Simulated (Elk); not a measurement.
An Elk run on AgBr with settings drawn from a wide range, so not all are converged; totals and levels move with the basis, and no second program has checked them. Method: DFT, LDA (Perdew-Zunger), all-electron APW+lo, Dirac cores, scalar-relativistic bands with second-variational spin-orbit coupling (Elk 11.2.3 with local patches). Elk's input is in atomic units.

Command: `OMP_NUM_THREADS=1 elk` The run took 0.03 s on 1 thread of Arm Neoverse N1, on a shared host, peak memory 0.04 GiB.

```
tasks
  0
  110
  115
  21

xctype
  2

rgkmax
  8.5

gmaxvr
  16

lmaxapw
  6

lmaxo
  6

lmaxi
  3

nrmtscf
  1.5

nempty
  6

epspot
  1e-06

epsengy
  0.0001

maxscl
  100

swidth
  0.001

stype
  0

lradstp
  4

mixtype
  1

hmaxvr
  6

tforce
  .false.

autolinengy
  .true.

spinorb
  .true.

sppath
  './'

avec
  0.00000000000 5.35049389075 5.35049389075
  5.35049389075 0.00000000000 5.35049389075
  5.35049389075 5.35049389075 0.00000000000

atoms
  2
  'Ag.in'
  1
  0.000000000000 0.000000000000 0.000000000000   0.000 0.000 0.000
  'Br.in'
  1
  0.500000000000 0.500000000000 0.500000000000   0.000 0.000 0.000

ngridk
  10 10 10

plot1d
  8 30
  0.0000000000 0.0000000000 0.0000000000
  0.5000000000 0.0000000000 0.5000000000
  0.6250000000 0.2500000000 0.6250000000
  0.3750000000 0.3750000000 0.7500000000
  0.0000000000 0.0000000000 0.0000000000
  0.5000000000 0.5000000000 0.5000000000
  0.5000000000 0.2500000000 0.7500000000
  0.5000000000 0.0000000000 0.5000000000
```

Muffin-tin radii in the species files: Ag 2.34, Br 2.16 bohr.

The geometry is COD entry 1509151, unchecked; take it as a test cell. It differs from other determinations. The listed cell was then made from it by scaling, straining or moving an atom.

Question: What does the run give?

Answer: It refused before any iteration.
```
Error(init0): requested spin-polarised run with spin-unpolarised
 exchange-correlation functional
```
